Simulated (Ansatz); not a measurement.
The calculation used Ansatz, DFT PBEsol, scalar-relativistic, plane waves, PAW.

Cutoff 420 eV; k points 9×9×4 on the computed 4-atom cell (Γ-centred); Gaussian smearing, width 0.02 eV; no spin polarisation.

Structure with the computed forces (eV/Å) in the last three columns:

```xyz
4
Lattice="4.1348 0.0000 0.0000 -2.0674 3.5808 0.0000 0.0000 0.0000 6.7490" Properties=species:S:1:pos:R:3:forces:R:3 pbc="T T T" pressure_GPa=-0.36
Cd    0.0000    2.3872    0.0000    0.0000    0.0020    0.1230
Cd    2.0694    1.1535    3.2940   -0.0110    0.2710    0.5930
S     0.0000    2.3872    2.5984    0.0110   -0.2650   -0.3250
S     2.0674    1.1936    5.9729    0.0000   -0.0080   -0.3910
```

Stress tensor (GPa, compression positive):

```
 0.18  0.02 -0.01
 0.02  1.12  0.26
-0.01  0.26 -2.37
```